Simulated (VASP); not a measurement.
Runs of VASP 6.6.1 on KBr. It takes space group Fm-3m (No. 225, cubic). Conventional cell: a = 6.733 Å, b = 6.733 Å, c = 6.733 Å, α = 90.00°, β = 90.00°, γ = 90.00°. K (site symmetry m-3m) has 6 Br at 3.37 Å as nearest neighbours. Around Br (site symmetry m-3m) lie 6 K at 3.37 Å. 

```csv
task,cell,gap on the mesh (eV),pressure (GPa)
relaxation of cell and atoms,relaxed,4.27,0.0
relaxation of the atoms,atoms relaxed from: a relaxed cell with its volume scaled by 0.94,(b),1.0
relaxation of the atoms,atoms relaxed,4.27,0.0
relaxation of the atoms,atoms relaxed from: a relaxed cell with its volume scaled by 1.04,4.17,-0.5
relaxation of the atoms,atoms relaxed from: a relaxed cell with its volume scaled by 0.98,4.32,0.3
relaxation of the atoms,atoms relaxed from: a relaxed cell with its volume scaled by 0.96,4.37,0.6
relaxation of the atoms,atoms relaxed from: a relaxed cell with its volume scaled by 1.06,(a),-0.7
relaxation of the atoms,atoms relaxed from: a relaxed cell with its volume scaled by 1.02,4.22,-0.2
```

Alike in all rows: level PBE; potentials or basis VASP PAW PBE potentials, release 64 (K_pv, Br); no spin polarisation; k mesh 4 × 4 × 4; cutoff (eV) 300; smearing gaussian 0.03 eV.

Task: Fill in the values left out.

Result: (a) 4.13; (b) 4.43.

Caveats: the relaxation stopped at its first step, so nothing moved (some runs).

A k mesh can miss the band edges, and the runs leave out spin-orbit coupling on Br.
